In this thin HgSe(110) slab, the distance between the nearest filled and empty levels depends strongly on the wavevector along the surface. It is about 3 eV at the zone edge X and about half an electronvolt one step from the zone centre G towards the zone edge Y. An average over the zone would hide the smallest distance, which matters most for how easily the slab can be excited. The results at three points, G among them, are withheld here. The question is whether the other points determine the levels there, and whether those levels would qualify as surface states.

Kohn–Sham levels of a relaxed five-plane HgSe(110) slab, computed with Ansatz 0.2.0 using PBE and scalar-relativistic PAW, without spin polarisation. The plane-wave cutoff is 420 eV, the Γ-centred k mesh 8×6×1 and the Gaussian smearing 0.1 eV, with a dipole correction. Weights are Löwdin shares, averaged over levels within 1.5 meV and not renormalised.

```
point label  point a (reciprocal cell vectors)  point b (reciprocal cell vectors)  level b1 from the Fermi level (eV)  level a1 from the Fermi level (eV)  outer orbital weight a1
          X                             0.5000                             0.0000                              -1.110                               2.170                    0.440
    between                             0.4167                             0.0000                              -1.000                               2.080                    0.320
    between                             0.3333                             0.0000                                   ?                                   ?                        ?
    between                             0.2500                             0.0000                              -0.700                               1.410                    0.340
    between                             0.1667                             0.0000                              -0.600                               0.990                    0.360
    between                             0.0833                             0.0000                              -0.400                               0.530                    0.420
          G                             0.0000                             0.0000                                   ?                                   ?                        ?
    between                             0.0000                             0.0833                              -0.200                               0.260                    0.500
    between                             0.0000                             0.1667                                   ?                                   ?                        ?
    between                             0.0000                             0.2500                              -0.460                               0.780                    0.320
    between                             0.0000                             0.3333                              -0.630                               1.060                    0.530
    between                             0.0000                             0.4167                              -0.740                               1.110                    0.420
          Y                             0.0000                             0.5000                              -0.860                               1.130                    0.590
    between                             0.0833                             0.5000                              -0.750                               1.350                    0.300
    between                             0.1667                             0.5000                              -0.730                               1.760                    0.410
    between                             0.2500                             0.5000                              -0.800                               1.800                    0.320
    between                             0.3333                             0.5000                              -0.920                               1.670                    0.360
    between                             0.4167                             0.5000                              -0.940                               1.480                    0.340
          S                             0.5000                             0.5000                              -0.900                               1.400                    0.320
    between                             0.4167                             0.4167                              -0.960                               1.510                    0.340
    between                             0.3333                             0.3333                              -0.900                               1.540                    0.320
    between                             0.2500                             0.2500                              -0.750                               1.400                    0.320
    between                             0.1667                             0.1667                              -0.550                               1.060                    0.340
    between                             0.0833                             0.0833                              -0.380                               0.570                    0.400
```

In the table, b1 is the nearest level below the Fermi level and a1 the nearest above it. Points a and b give the wavevector in units of the two reciprocal cell vectors. The outer orbital weight is the share of a level found on atomic orbitals of the two outer planes, one on each face. These are two planes out of five, so a level spread evenly through the slab would have a weight of about 0.40, or less if part of it escapes the projection. Most of the a1 weights lie not far from that value.

The main physical idea is that levels repel each other. At G, a filled and an empty level can be close in energy and yet stay separate, since each is a complete solution there. A wavevector along the surface adds a term to the equation for the electrons that can mix these solutions, the more strongly the farther it is from G. Mixing pushes the filled level down and the empty one up, so their distance grows away from the centre.

The simplest version has two levels at energies −m and +m, coupled by an amount W that grows in proportion to the distance from G. Their energies E then follow

E² = m² + W²

While W is much smaller than m, the levels hardly move and the curve is flat. Once W is much larger than m, E grows in a straight line. The row at G therefore shows how large m is, which rows farther out reveal only indirectly.

Two shapes were fitted to a1 on the six known rows nearest G, each with three adjustable constants. The first is this rounded edge, with separate strengths for the two surface directions. The second is a cone, a straight rise from a sharp tip. This is the shape left when m vanishes, here with the height of the tip left free. The cone misses the six rows by 0.02 eV on average (root mean square) and the rounded edge by 0.03 eV, a difference too small to choose between them.

At G itself the two shapes disagree, and the estimate runs as follows. The cone has its tip at 0.05 eV. The rounded edge has m² = 0.044 eV², so m = 0.21 eV. Theory rules out the sharp tip for a single level: opposite wavevectors have equal energy, so a smooth level must be flat at G, and 0.05 eV should be too low. The rounded edge, however, already lies 0.06 eV too high at the nearest point towards Y, so its value at G is probably too high as well. The forecast is the midpoint, 0.13 eV, with a range just wide enough to include both shapes.

For b1 at G, a cone fitted to the same six rows gives −0.15 eV. Charge balance supports a value nearly opposite to that of a1. The calculation includes G among the points that fix the Fermi level, and at the other points the levels should lie farther away. The few electrons that smearing lifts into a1 at G must then match the holes left in b1, which places the Fermi level near the middle.

At (0, 0.1667), the two shapes agree on a1 to within 0.01 eV, and the cone again serves for b1. The point (0.3333, 0) lies too far out for the two-level picture, because bands flatten towards the zone edge and other levels take over. A smooth curve through the four nearest rows on the line from G to X is used there instead. The weights are averages over neighbouring points. The ranges are judgements, not statistical intervals.

Forecast at (0.3333, 0): b1 −0.85 ± 0.06 eV, a1 1.80 ± 0.08 eV, a1 weight 0.33 ± 0.08.
Forecast at G: b1 −0.15 ± 0.10 eV, a1 0.13 ± 0.10 eV, a1 weight 0.44 ± 0.12.
Forecast at (0, 0.1667): b1 −0.34 ± 0.06 eV, a1 0.53 ± 0.05 eV, a1 weight 0.41 ± 0.12.

In words, the distance between filled and empty levels should be smallest at G without closing there, and none of the three a1 weights should be enough to prove a surface state.

The withheld rows as computed:

```
point label  point a (reciprocal cell vectors)  point b (reciprocal cell vectors)  level b1 from the Fermi level (eV)  level a1 from the Fermi level (eV)  outer orbital weight a1
    between                             0.3333                             0.0000                              -0.840                               1.760                    0.320
          G                             0.0000                             0.0000                              -0.160                               0.160                    0.540
    between                             0.0000                             0.1667                              -0.300                               0.490                    0.400
```

All nine values fall within their ranges, though at G the range for a1 was nearly as large as the forecast itself. The distance between the levels at G is 0.32 eV, the smallest of all the points in the table. It does not close. A closer approach between the computed points could still have been missed, so 0.32 eV is an upper limit for the gap of this slab at this level of theory.

The computed a1 at G, 0.16 eV, lies between the two shapes, as argued. The line from G to Y now shows the rounding directly: the first step away from G raises a1 by 0.10 eV, the second by 0.23 eV and the third by 0.29 eV. Before the reveal, the known rows on this line suggested a straight rise from zero, because a1 tripled when the distance from G tripled. That proportion was a coincidence, and the two-level formula alone cannot produce it: with any m above zero, a1 would less than triple. Something else must also raise a1 on this line.

The same curvature explains the largest energy misses relative to their ranges, which occur at (0, 0.1667). Both levels were forecast about 0.04 eV too far from the Fermi level. On this line the fitted shapes move away from the Fermi level too early and so overshoot at the second step. The two-level picture has a further misfit: it moves both levels equally, whereas from G to (0, 0.25) a1 rises by 0.62 eV and b1 falls by only 0.30 eV. One cause is expected from theory: the kinetic energy of a free electron, which the simple version leaves out, grows with the square of the wavevector and raises both levels. For the size of this cell it should be about 0.24 eV at (0, 0.25), well short of the whole rise of a1.

Symmetry shows that more than two levels are involved. The relaxed slab has a mirror plane at right angles to the direction from G to X. Mixing in proportion to the wavevector joins levels of opposite mirror symmetry along that direction, but levels of the same mirror symmetry towards Y. So b1 can be the partner of a1 in at most one of the two directions, while a1 rises in both by far more than the free-electron term would lift it. The table does not identify the other partners.

The forecast for b1 at G was right to 0.01 eV, yet this does not support a cone. Between the nearest point towards Y and G, b1 rises by only 0.04 eV, which is the flat top that a single level must have. The cone reached the right height with the wrong shape. The computed b1 and a1 at G are equal and opposite to the printed digits, as charge balance suggests. This symmetry reflects how the Fermi level is placed within the gap, so the distance between the levels is the safer result.

The least accurate weight forecast is the one at G. The computed value is 0.54 against a forecast of 0.44, and among the a1 weights only the one at Y is higher. The lowest empty level at the zone centre thus seems to lean towards the faces more than its neighbours do. The projection has no 6p orbitals of mercury, however, so a change in their share could also shift the weight.

Even a real lean towards the faces would not prove a surface state, and a simple picture shows why. Treat the level as a standing wave across five equal planes, like a vibrating string clamped one plane beyond each face. The second such wave vanishes on the middle plane and is equally strong on the other four, so half of it sits on the outer planes. The third has two thirds there, but the first only one sixth, and the table does not show which of them, if any, a1 resembles. In so thin a slab, an ordinary confined state can therefore reach the weight found at G, though not every one does. A true surface state would have to lie outside the energies of the bulk bands of its own symmetry at the same wavevector along the surface. It would also have to stay at the faces as the slab grows thicker. The table contains neither test.

The gap at G also should not be read as a property of bulk HgSe, which is expected to have no gap at this level of theory. Confinement in a thin slab can open one, and that is a plausible origin here, which a series of thicknesses could test. Spin-orbit coupling is absent as well. In the bulk it is expected to split the p-like levels, where filled and empty bands meet, by a few tenths of an electronvolt, which is comparable with the whole gap found at G. Including it could change both the size of the gap and the order of the levels around it. PBE adds an error of its own, since it tends to place the s-like levels of mercury compounds too low against the p-like ones.

For a similar slab, the picture gives a usable rule. Where a filled and an empty level nearly meet, their distance starts flat and then grows almost in a straight line until the bands bend over towards the zone edge. Extending the straight part back to the centre makes the gap look too small, so the centre itself has to be computed. The fits and the individual misses are given in the output below.

The analysis program printed:

```
fit of level_a1 on 6 rows (near): constant 0.04576 +/- 0.03, coefficient of sqrt(s*point_a**2 + point_b**2) 2.874 +/- 0.12, s 3.75; rms 0.0203, worst between 0.03, leave-one-out rms 0.0724
  rows outside the fit (model, value, miss): X 2.829, 2.17, 0.659; between 2.365, 2.08, 0.285; between 1.901, 1.76, 0.141; between 1.437, 1.41, 0.0272; G 0.04576, 0.16, -0.114; between 0.5249, 0.49, 0.0349; between 1.004, 1.06, -0.0563; between 1.243, 1.11, 0.133; Y 1.483, 1.13, 0.353; between 1.556, 1.35, 0.206; between 1.756, 1.76, -0.00367; between 2.046, 1.8, 0.246; between 2.392, 1.67, 0.722; between 2.774, 1.48, 1.29; S 3.178, 1.4, 1.78; between 2.656, 1.51, 1.15; between 2.134, 1.54, 0.594; between 1.612, 1.4, 0.212
fit of a1sq on 6 rows (near): constant 0.04413 +/- 0.034, coefficient of point_a**2 32.02 +/- 1.7, coefficient of point_b**2 8.609 +/- 0.9; rms 0.0337, worst between 0.0495, leave-one-out rms 0.123
  rows outside the fit (model, value, miss): X 8.049, 4.709, 3.34; between 5.604, 4.326, 1.28; between 3.601, 3.098, 0.503; between 2.045, 1.988, 0.0572; G 0.04413, 0.0256, 0.0185; between 0.2834, 0.2401, 0.0433; between 1.001, 1.124, -0.123; between 1.539, 1.232, 0.307; Y 2.196, 1.277, 0.92; between 2.419, 1.823, 0.596; between 3.086, 3.098, -0.0114; between 4.198, 3.24, 0.958; between 5.753, 2.789, 2.96; between 7.756, 2.19, 5.57; S 10.2, 1.96, 8.24; between 7.099, 2.28, 4.82; between 4.557, 2.372, 2.19; between 2.583, 1.96, 0.623
fit of level_b1 on 6 rows (near): constant -0.1535 +/- 0.055, coefficient of sqrt(s*point_a**2 + point_b**2) -1.103 +/- 0.2, s 5.079; rms 0.0383, worst between -0.0568, leave-one-out rms 0.0862
  rows outside the fit (model, value, miss): X -1.396, -1.11, -0.286; between -1.189, -1, -0.189; between -0.982, -0.84, -0.142; between -0.7749, -0.7, -0.0749; G -0.1535, -0.16, 0.00648; between -0.3374, -0.3, -0.0374; between -0.5211, -0.63, 0.109; between -0.6131, -0.74, 0.127; Y -0.705, -0.86, 0.155; between -0.7426, -0.75, 0.00743; between -0.8433, -0.73, -0.113; between -0.9843, -0.8, -0.184; between -1.149, -0.92, -0.229; between -1.327, -0.94, -0.387; S -1.513, -0.9, -0.613; between -1.287, -0.96, -0.327; between -1.06, -0.9, -0.16; between -0.8334, -0.75, -0.0834
rms miss of the cone for a1 on the six known rows near G, eV: 0.02033
rms miss of the rounded edge for a1 on the same rows, eV: 0.03015
rounded edge less computed a1 at (0, 0.0833), eV: 0.06229
rounded edge, a1 at G, eV: 0.2101
forecast a1 at G, midway between the shapes, range 0.10 either way, eV: 0.1279
forecast less computed a1 at G, eV: -0.03208
forecast a1 at (0.3333, 0), range 0.08 either way, eV: 1.8
forecast less computed a1 at (0.3333, 0), eV: 0.04
forecast b1 at (0.3333, 0), range 0.06 either way, eV: -0.8483
forecast less computed b1 at (0.3333, 0), eV: -0.008333
forecast a1 weight at (0.3333, 0), range 0.08 either way: 0.33
forecast a1 weight at G, range 0.12 either way: 0.44
forecast a1 weight at (0, 0.1667), range 0.12 either way: 0.41
computed a1 weights at (0.3333, 0), G and (0, 0.1667): between 0.32, G 0.54, between 0.4
separation a1 less b1 at (0, 0.0833), eV: 0.46
computed separation a1 less b1 at G, eV: 0.32
```
